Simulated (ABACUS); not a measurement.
# Ru (P6_3/mmc) in ABACUS: further runs, part 2 of 2

ABACUS 3.10.1.

## (3) Equation of state, SCAN, 12.76 Å³/atom (volume scaled by 0.94)

The input, INPUT:

```
INPUT_PARAMETERS
suffix              Ru
calculation         scf
basis_type          pw
pseudo_dir          ./
symmetry            1
dft_functional      scan
ecutwfc             97
pseudo_rcut         10
nspin               1
nbands              20
ks_solver           dav
smearing_method     fd
smearing_sigma      0.00367493
scf_thr             1e-08
scf_nmax            100
mixing_type         broyden
mixing_beta         0.7
cal_force           1
cal_stress          1
mixing_tau          1
kpar                4
```

The input, STRU:

```
ATOMIC_SPECIES
Ru 101.0700 Ru_ONCV_PBE-1.2.upf

LATTICE_CONSTANT
1.8897261246

LATTICE_VECTORS
2.6505640930 0.0000000000 0.0000000000
-1.3252820465 2.2954558389 0.0000000000
0.0000000000 0.0000000000 4.1944897589

ATOMIC_POSITIONS
Direct

Ru
0.0
2
0.6666666667 0.3333333333 0.7500000000 1 1 1
0.3333333333 0.6666666667 0.2500000000 1 1 1
```

The input, KPT:

```
K_POINTS
0
Gamma
7 7 4 0 0 0
```

Potentials or basis: SG15 ONCV 1.2 PBE, plane waves.

Command:

```sh
$ OMP_NUM_THREADS=1 mpirun -np 4 abacus > log
```

Wall time 4.7 s (4 MPI ranks of AMD EPYC 9R45 (Zen 5), shared host); peak memory 0.36 GiB.

Results (log left out):

* Free energy: -5131.8622 eV
* Pressure: 17.4 GPa
* Band gap on the k mesh: none (metal or under the smearing width)

Caveat: the k mesh is coarse (spacing up to 0.39 Å⁻¹), so the values aren't converged; the potentials were made for another functional, which shifts forces and pressure.

## (4) Equation of state, SCAN, 13.03 Å³/atom (volume scaled by 0.96)

INPUT is that of step 3.

The input, STRU:

```
ATOMIC_SPECIES
Ru 101.0700 Ru_ONCV_PBE-1.2.upf

LATTICE_CONSTANT
1.8897261246

LATTICE_VECTORS
2.6692306523 0.0000000000 0.0000000000
-1.3346153261 2.3116215535 0.0000000000
0.0000000000 0.0000000000 4.2240293924

ATOMIC_POSITIONS
Direct

Ru
0.0
2
0.6666666667 0.3333333333 0.7500000000 1 1 1
0.3333333333 0.6666666667 0.2500000000 1 1 1
```

KPT is that of step 3.

Command:

```sh
$ OMP_NUM_THREADS=1 mpirun -np 4 abacus > log
```

It took 5.3 s on 4 MPI ranks of AMD EPYC 9R45 (Zen 5), shared host; peak memory 0.36 GiB.

It converged, with:

* Free energy: -5131.9052 eV
* Pressure: 8.5 GPa
* Band gap on the k mesh: none (metal or under the smearing width)

Caveat: the k mesh is coarse (spacing up to 0.39 Å⁻¹), so the values aren't converged; the potentials were made for another functional, which shifts forces and pressure.

## (5) Equation of state, SCAN, 13.30 Å³/atom (volume scaled by 0.98)

INPUT is that of step 4.

The input, STRU:

```
ATOMIC_SPECIES
Ru 101.0700 Ru_ONCV_PBE-1.2.upf

LATTICE_CONSTANT
1.8897261246

LATTICE_VECTORS
2.6876397213 0.0000000000 0.0000000000
-1.3438198606 2.3275642749 0.0000000000
0.0000000000 0.0000000000 4.2531615502

ATOMIC_POSITIONS
Direct

Ru
0.0
2
0.6666666667 0.3333333333 0.7500000000 1 1 1
0.3333333333 0.6666666667 0.2500000000 1 1 1
```

KPT is that of step 4.

Command:

```sh
$ OMP_NUM_THREADS=1 mpirun -np 4 abacus > log
```

Wall time 5.6 s (4 MPI ranks of AMD EPYC 9R45 (Zen 5), shared host); peak memory 0.36 GiB.

It converged, with:

```yaml
Free_energy: -5131.9205 eV
Pressure: 0.6 GPa
Band_gap_on_the_k_mesh: none (metal or under the smearing width)
```

Caveat: the k mesh is coarse (spacing up to 0.39 Å⁻¹), so the values aren't converged; the potentials were made for another functional, which shifts forces and pressure.

## (6) Equation of state, SCAN, 13.57 Å³/atom

INPUT is that of step 5.

The input, STRU:

```
ATOMIC_SPECIES
Ru 101.0700 Ru_ONCV_PBE-1.2.upf

LATTICE_CONSTANT
1.8897261246

LATTICE_VECTORS
2.7058000000 0.0000000000 0.0000000000
-1.3529000000 2.3432915376 0.0000000000
0.0000000000 0.0000000000 4.2819000000

ATOMIC_POSITIONS
Direct

Ru
0.0
2
0.6666666667 0.3333333333 0.7500000000 1 1 1
0.3333333333 0.6666666667 0.2500000000 1 1 1
```

KPT is that of step 5.

Potentials or basis: SG15 ONCV 1.2 PBE, plane waves.

Command:

```sh
$ OMP_NUM_THREADS=1 mpirun -np 4 abacus > log
```

It took 13 s on 4 MPI ranks of AMD EPYC 9R45 (Zen 5), shared host; peak memory 0.36 GiB.

It converged, with:

```
Free energy            : -5131.9146 eV
Pressure               : -6.2 GPa
Band gap on the k mesh : none (metal or under the smearing width)
```

Caveat: the k mesh is coarse (spacing up to 0.38 Å⁻¹), so the values aren't converged; the potentials were made for another functional, which shifts forces and pressure.

## (7) Equation of state, SCAN, 13.85 Å³/atom (volume scaled by 1.02)

INPUT is that of step 6.

The input, STRU:

```
ATOMIC_SPECIES
Ru 101.0700 Ru_ONCV_PBE-1.2.upf

LATTICE_CONSTANT
1.8897261246

LATTICE_VECTORS
2.7237197275 0.0000000000 0.0000000000
-1.3618598638 2.3588104769 0.0000000000
0.0000000000 0.0000000000 4.3102577801

ATOMIC_POSITIONS
Direct

Ru
0.0
2
0.6666666667 0.3333333333 0.7500000000 1 1 1
0.3333333333 0.6666666667 0.2500000000 1 1 1
```

KPT is that of step 6.

Command:

```sh
$ OMP_NUM_THREADS=1 mpirun -np 4 abacus > log
```

Run time: 13 s. Hardware: 4 MPI ranks of AMD EPYC 9R45 (Zen 5), shared host; peak memory 0.36 GiB.

It converged, with:

| Item | Value |
| --- | --- |
| Free energy | -5131.8828 eV |
| Pressure | -12.5 GPa |
| Band gap on the k mesh | none (metal or under the smearing width) |

Caveat: the k mesh is coarse (spacing up to 0.38 Å⁻¹), so the values aren't converged; the potentials were made for another functional, which shifts forces and pressure.

## (8) Equation of state, SCAN, 14.12 Å³/atom (volume scaled by 1.04)

INPUT is that of step 7.

The input, STRU:

```
ATOMIC_SPECIES
Ru 101.0700 Ru_ONCV_PBE-1.2.upf

LATTICE_CONSTANT
1.8897261246

LATTICE_VECTORS
2.7414067149 0.0000000000 0.0000000000
-1.3707033574 2.3741278572 0.0000000000
0.0000000000 0.0000000000 4.3382472512

ATOMIC_POSITIONS
Direct

Ru
0.0
2
0.6666666667 0.3333333333 0.7500000000 1 1 1
0.3333333333 0.6666666667 0.2500000000 1 1 1
```

KPT is that of step 7.

Command:

```sh
$ OMP_NUM_THREADS=1 mpirun -np 4 abacus > log
```

Run time: 13 s. Hardware: 4 MPI ranks of AMD EPYC 9R45 (Zen 5), shared host; peak memory 0.36 GiB.

The run converged. Its results:

| Item | Value |
| --- | --- |
| Free energy | -5131.8309 eV |
| Pressure | -18.1 GPa |
| Band gap on the k mesh | none (metal or under the smearing width) |

Caveat: the k mesh is coarse (spacing up to 0.38 Å⁻¹), so the values aren't converged; the potentials were made for another functional, which shifts forces and pressure.

## (9) Equation of state, SCAN, 14.39 Å³/atom (volume scaled by 1.06)

INPUT is that of step 8.

The input, STRU:

```
ATOMIC_SPECIES
Ru 101.0700 Ru_ONCV_PBE-1.2.upf

LATTICE_CONSTANT
1.8897261246

LATTICE_VECTORS
2.7588683749 0.0000000000 0.0000000000
-1.3794341875 2.3892500984 0.0000000000
0.0000000000 0.0000000000 4.3658801443

ATOMIC_POSITIONS
Direct

Ru
0.0
2
0.6666666667 0.3333333333 0.7500000000 1 1 1
0.3333333333 0.6666666667 0.2500000000 1 1 1
```

KPT is that of step 8.

Potentials or basis: SG15 ONCV 1.2 PBE, plane waves.

Command:

```sh
$ OMP_NUM_THREADS=1 mpirun -np 4 abacus > log
```

It took 13 s on 4 MPI ranks of AMD EPYC 9R45 (Zen 5), shared host; peak memory 0.36 GiB.

It converged, with:

| Quantity | Value |
| --- | --- |
| Free energy | -5131.7612 eV |
| Pressure | -23.0 GPa |
| Band gap on the k mesh | none (metal or under the smearing width) |

Caveat: the k mesh is coarse (spacing up to 0.38 Å⁻¹), so the values aren't converged; the potentials were made for another functional, which shifts forces and pressure.

## (10) Equation of state, SCAN

Potentials or basis: SG15 ONCV 1.2 PBE, plane waves.

No new run: the results of the series are fitted here.

Results:

* Equilibrium volume: 13.35 Å³/atom
* Bulk modulus at fixed shape and positions: 350 GPa
* Pressure derivative of the bulk modulus: 2.9 (rough: it moves with the points fitted)

Energy against volume, from the lowest point:
```tsv
volume (Å³/atom)	energy (meV/atom)
12.760	29.14
13.032	7.66
13.303	0.00
13.575	2.95
13.846	18.87
14.118	44.81
14.389	79.66
```

Caveat: the k mesh is coarse (spacing up to 0.38 Å⁻¹), so the values aren't converged; the fit is doubtful: noisy points or a state that changes with volume; the cell was scaled at fixed shape and fractional positions, which overstates the stiffness of a crystal with free parameters, most of all of layers and chains; the potentials were made for another functional, which shifts forces and pressure.

## (11) Band structure, PBE

The input, INPUT:

```
INPUT_PARAMETERS
suffix              Ru
calculation         nscf
basis_type          lcao
pseudo_dir          ./
orbital_dir         ./
symmetry            -1
dft_functional      pbe
ecutwfc             100.0
pseudo_rcut         10
nspin               1
nbands              26
ks_solver           genelpa
smearing_method     fd
smearing_sigma      0.00367493
scf_thr             1e-07
scf_nmax            100
mixing_type         broyden
mixing_beta         0.7
init_chg            file
out_band            1
```

The input, STRU:

```
ATOMIC_SPECIES
Ru 101.0700 Ru.upf

NUMERICAL_ORBITAL
Ru_confined-atom_7au_4s3p3d1f.orb

LATTICE_CONSTANT
1.8897261246

LATTICE_VECTORS
2.7058000000 0.0000000000 0.0000000000
-1.3529000000 2.3432915376 0.0000000000
0.0000000000 0.0000000000 4.2819000000

ATOMIC_POSITIONS
Direct

Ru
0.0
2
0.6666666667 0.3333333333 0.7500000000 1 1 1
0.3333333333 0.6666666667 0.2500000000 1 1 1
```

The input, KPT:

```
K_POINTS
12
Line
0.00000000 0.00000000 0.00000000 10 // G
0.50000000 0.00000000 0.00000000 10 // M
0.33333333 0.33333333 0.00000000 10 // K
0.00000000 0.00000000 0.00000000 10 // G
0.00000000 0.00000000 0.50000000 10 // A
0.50000000 0.00000000 0.50000000 10 // L
0.33333333 0.33333333 0.50000000 10 // H
0.00000000 0.00000000 0.50000000 1 // A
0.50000000 0.00000000 0.50000000 10 // L
0.50000000 0.00000000 0.00000000 1 // M
0.33333333 0.33333333 0.00000000 10 // K
0.33333333 0.33333333 0.50000000 1 // H
```

Potentials or basis: PseudoDojo NC SR 0.4.1 PBE standard, TZDP LCAO (the cutoffs set its grid).

Command:

```sh
$ OMP_NUM_THREADS=1 mpirun -np 4 abacus > log
```

Run time: 1.2 s. Hardware: 4 MPI ranks of AMD EPYC 9R14 (Zen 4), shared host; peak memory 0.4 GiB.

Levels at the corners of the path, in eV from the Fermi level:
| point | band 13 | band 14 | band 15 | band 16 | band 17 | band 18 | band 19 | band 20 |
| --- | --- | --- | --- | --- | --- | --- | --- | --- |
| Γ | -2.45 | -1.93 | -1.93 | -1.41 | -1.41 | 1.16 | 1.16 | 1.29 |
| M | -2.10 | -1.81 | -1.54 | 1.40 | 1.82 | 1.89 | 4.05 | 6.13 |
| K | -2.86 | -2.86 | -1.09 | 0.98 | 0.98 | 1.42 | 7.02 | 7.25 |
| Γ | -2.45 | -1.93 | -1.93 | -1.41 | -1.41 | 1.16 | 1.16 | 1.29 |
| A | -2.78 | -2.78 | -2.73 | -2.73 | 0.52 | 0.52 | 0.52 | 0.52 |
| L | -1.08 | -1.08 | 0.43 | 0.43 | 1.66 | 1.66 | 3.38 | 3.38 |
| H | -2.74 | -2.74 | -1.20 | -1.20 | 1.20 | 1.20 | 8.44 | 8.44 |
| A | -2.78 | -2.78 | -2.73 | -2.73 | 0.52 | 0.52 | 0.52 | 0.52 |
| L | -1.08 | -1.08 | 0.43 | 0.43 | 1.66 | 1.66 | 3.38 | 3.38 |
| M | -2.10 | -1.81 | -1.54 | 1.40 | 1.82 | 1.89 | 4.05 | 6.13 |
| K | -2.86 | -2.86 | -1.09 | 0.98 | 0.98 | 1.42 | 7.02 | 7.25 |
| H | -2.74 | -2.74 | -1.20 | -1.20 | 1.20 | 1.20 | 8.44 | 8.44 |

Caveat: the atomic orbitals were generated for these runs and aren't a published set; the density is read from an earlier self-consistent run, whose mesh may be coarse; the basis of atomic orbitals isn't converged, which shifts pressures, moduli and gaps.
